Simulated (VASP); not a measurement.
# WS2: relaxation of cell and atoms with PBEsol+D3(BJ)

Crystal: WS2.

```xyz
3
Lattice="1.5674 0.9050 5.9796 -1.5674 0.9050 5.9796 0.0000 -1.8099 5.9796" Properties=species:S:1:pos:R:3 pbc="T T T"
W     0.0000    0.0000    0.0117
S     0.0000    0.0000    4.4370
S     0.0000    0.0000    7.5470
```

Measurements of this composition are mostly on another form, of space group No. 194.

| Quantity | Value |
| --- | --- |
| Program | VASP 6.6.1 |
| Task | relaxation of cell and atoms |
| Functional | PBEsol |
| Dispersion | D3(BJ) |
| Potentials or basis | VASP PAW PBE potentials, release 64 (W_sv, S) |
| Cutoff | 520 eV |
| k mesh | 3 × 3 × 3 |
| Occupations | gaussian, width 0.02 eV |
| Spin | no spin polarisation |
| Further INCAR settings | ALGO = Fast; EDIFF = 1e-07; IBRION = 2; EDIFFG = -0.002; NSW = 80; ISIF = 3 |

| Property | Result |
| --- | --- |
| Pressure after relaxing | 0.0 GPa |
| Band gap on the k mesh | 1.33 eV, indirect (least direct gap 1.93 eV) |
| Dispersion energy per atom | -0.403 eV |

Final structure:
```
CELL_PARAMETERS angstrom
1.56743 0.90496 5.97962
-1.56743 0.90496 5.97962
0.00000 -1.80992 5.97962
ATOMIC_POSITIONS crystal
W 0.00065 0.00065 0.00065
S 0.24734 0.24734 0.24734
S 0.42071 0.42071 0.42071
```

Levels at points of the mesh, in eV from the valence-band top:
| k point | band 9 | band 10 | band 11 | band 12 | band 13 | band 14 | band 15 | band 16 | band 17 |
| --- | --- | --- | --- | --- | --- | --- | --- | --- | --- |
| (0.00, 0.00, 0.00) | -3.52 | -2.30 | -2.30 | -1.33 | -1.28 | 2.27 | 2.27 | 2.67 | 2.67 |

Run time: 14 s on 1 thread of Intel(R) Xeon(R) 6975P-C (Granite Rapids), with other jobs on the host, peak memory 0.31 GiB.

Caveat: the k mesh is coarse (spacing up to 0.78 Å⁻¹), so the values aren't converged; the relaxation stopped at its first step, so nothing moved; the PAW data sets were made with another functional, which shifts forces and pressure a little; spin-orbit coupling is left out, which moves the levels of the heavy elements; an odd mesh through Γ misses points on the zone boundary, where band edges often lie.
